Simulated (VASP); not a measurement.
# AlN (P6_3mc) in VASP: further runs, part 2 of 2

VASP 6.6.1. Earlier steps stand in the parts before.

### Step 3. Relaxation of cell and atoms, PBE

This run uses another cell than the first one, of 10.63 Å³/atom, 1.017 times its volume.

INCAR

```
PREC = Accurate
ENCUT = 520
EDIFF = 1E-7
ISMEAR = 0
SIGMA = 0.02
LREAL = False
LASPH = True
NELM = 60
ALGO = Normal
ISIF = 3
LWAVE = False
LCHARG = False
GGA = PE
IBRION = 2
NSW = 80
EDIFFG = -0.002
KPAR = 4
```

KPOINTS

```
Automatic mesh
0
Gamma
  12 12 6
```

POSCAR

```
AlN                                     
1.0
    3.1285727007      0.0000000000      0.0000000000
   -1.5642863504      2.7094234344     -0.0000000000
    0.0000000000      0.0000000000      5.0164566756
  Al              N             
     2     2
Direct
     0.3333333300000021    0.6666666699999979    0.9992574419978439
     0.6666666699999979    0.3333333300000021    0.4992574419978441
     0.3333333300000021    0.6666666699999979    0.3807425580021585
     0.6666666699999979    0.3333333300000021    0.8807425580021586
```

Potentials or basis: VASP PAW PBE potentials, release 64 (Al, N).

On the command line:

```console
$ cat potpaw_PBE.64/Al/POTCAR potpaw_PBE.64/N/POTCAR > POTCAR
$ mpirun -np 4 vasp_std > vasp.out
```

OUTCAR:

```text
PREC = Accurate
   ENCUT = 520
   EDIFF = 1E-7
   ISMEAR = 0
   LREAL = False
   LASPH = True
   NELM = 60
   ISIF = 3
   GGA = PE
   IBRION = 2
   NSW = 80
   EDIFFG = -0.002

 ion  position               nearest neighbor table
   1  0.333  0.667  0.999-   4 1.90   4 1.90   4 1.90   3 1.91   2 3.09   2 3.09   2 3.09   2 3.09
                             2 3.09   2 3.09
   2  0.667  0.333  0.499-   3 1.90   3 1.90   3 1.90   4 1.91   1 3.09   1 3.09   1 3.09   1 3.09
                             1 3.09   1 3.09
   3  0.333  0.667  0.381-   2 1.90   2 1.90   2 1.90   1 1.91
   4  0.667  0.333  0.881-   1 1.90   1 1.90   1 1.90   2 1.91

  LATTYP: Found a hexagonal cell.
 ALAT       =     3.1285727007
 C/A-ratio  =     1.6034329886

  Lattice vectors:

 A1 = (   3.1285727007,   0.0000000000,   0.0000000000)
 A2 = (  -1.5642863504,   2.7094234344,   0.0000000000)
 A3 = (   0.0000000000,   0.0000000000,   5.0164566756)

Analysis of symmetry for initial positions (statically):
=====================================================================
 Subroutine PRICEL returns:
 Original cell was already a primitive cell.

 Routine SETGRP: Setting up the symmetry group for a
 hexagonal supercell.

 Subroutine GETGRP returns: Found 12 space group operations
 (whereof  6 operations were pure point group operations)
 out of a pool of 24 trial point group operations.

The static configuration has the point symmetry C_3v.
 The point group associated with its full space group is C_6v.

Analysis of symmetry for dynamics (positions and initial velocities):
=====================================================================
 Subroutine PRICEL returns:
 Original cell was already a primitive cell.

 Routine SETGRP: Setting up the symmetry group for a
 hexagonal supercell.

 Subroutine GETGRP returns: Found 12 space group operations
 (whereof  6 operations were pure point group operations)
 out of a pool of 24 trial point group operations.

The dynamic configuration has the point symmetry C_3v.
 The point group associated with its full space group is C_6v.
[... 139 lines left out ...]
 maximum number of plane-waves:      1170
 NGX is ok and might be reduce to    24
   NGX = 11   NGY = 11   NGZ = 19

 number of electron      15.9999998 magnetization

 Free energy of the ion-electron system (eV)
  ---------------------------------------------------
  ext. energy  EPLUGINS =         0.00000000
  ---------------------------------------------------
  free energy    TOTEN  =       -29.78053350 eV

  energy without entropy =      -29.78053350  energy(sigma->0) =      -29.78053350

 E-fermi :   6.0772     XC(G=0): -10.8329

 val. band max:        5.9757876162   @ k =   0.0000   0.0000   0.0000
 cond. band min:      10.0320381870   @ k =   0.0000   0.0000   0.0000
 fundamental gap:      4.0562505707
 Fermi energy:         6.0772327298

 k-point     1 :       0.0000    0.0000    0.0000
  band No.  band energies     occupation
      1      -9.0983      2.00000
      2      -7.0122      2.00000
      3       0.0648      2.00000
      4       5.1326      2.00000
      5       5.1326      2.00000
      6       5.7749      2.00000
      7       5.7749      2.00000
      8       5.9758      2.00000
      9      10.0320      0.00000
     10      12.4991      0.00000
     11      16.4428      0.00000
     12      17.0157      0.00000
[... 331 lines left out ...]
 k-point    24 :       0.3333   -0.0000    0.1667
  band No.  band energies     occupation
      1      -7.8043      2.00000
      2      -6.6105      2.00000
      3       1.1323      2.00000
      4       2.0799      2.00000
      5       2.6817      2.00000
      6       4.2367      2.00000
      7       5.1966      2.00000
      8       5.3312      2.00000
      9      11.7609      0.00000
     10      12.5780      0.00000
     11      14.3309      0.00000
     12      16.0180      0.00000

 [... further k-points ...]

------------------------ aborting loop because EDIFF is reached ----------------------------------------

  FORCE on cell =-STRESS in cart. coord.  units (eV):
  Direction    XX          YY          ZZ          XY          YZ          ZX
  --------------------------------------------------------------------------------------
  -------------------------------------------------------------------------------------
  Total        0.0012934      0.0012934     -0.0004894     -0.0000000     -0.0000000      0.0000000
  in kB        0.0487334      0.0487334     -0.0184396     -0.0000000     -0.0000000      0.0000000
  external PRESSURE =       0.0263424 kB  Pullay stress =       0.0000000 kB

 VOLUME and BASIS-vectors are now :
 -----------------------------------------------------------------------------
  energy-cutoff  :      520.00
  volume of cell :       42.52
      direct lattice vectors                 reciprocal lattice vectors
     3.128572701  0.000000000  0.000000000     0.319634573  0.184541107  0.000000000
    -1.564286350  2.709423434  0.000000000     0.000000000  0.369082214  0.000000000
     0.000000000  0.000000000  5.016456676     0.000000000  0.000000000  0.199343892

 POSITION                                       TOTAL-FORCE (eV/Angst)
 -----------------------------------------------------------------------------------
     -0.00000      1.80628      5.01273         0.000000     -0.000000     -0.000734
      1.56429      0.90314      2.50450        -0.000000      0.000000     -0.000734
     -0.00000      1.80628      1.90998         0.000000     -0.000000      0.000734
      1.56429      0.90314      4.41821        -0.000000      0.000000      0.000734
 -----------------------------------------------------------------------------------
    total drift:                               -0.000009      0.000005      0.000552

  FREE ENERGIE OF THE ION-ELECTRON SYSTEM (eV)
  ---------------------------------------------------
  free  energy   TOTEN  =       -29.7805334971 eV

  energy  without entropy=      -29.7805334971  energy(sigma->0) =      -29.78053350

 reached required accuracy - stopping structural energy minimisation
```

Wall time 18 s (4 MPI ranks of AMD EPYC 7R43 (Zen 3), shared host); peak memory 0.13 GiB.

Results:

```yaml
Free_energy: -29.7805 eV
Pressure_after_relaxing: 0.0 GPa
Band_gap_on_the_k_mesh: 4.06 eV, direct
```

Final structure:
```
Al N
1.0
     3.12857    0.00000    0.00000
    -1.56429    2.70942    0.00000
     0.00000    0.00000    5.01646
Al N
2 2
Direct
  0.33333 0.66667 0.99926
  0.66667 0.33333 0.49926
  0.33333 0.66667 0.38074
  0.66667 0.33333 0.88074
```

Caveat: the relaxation stopped at its first step, so nothing moved. A k mesh can miss the band edges.
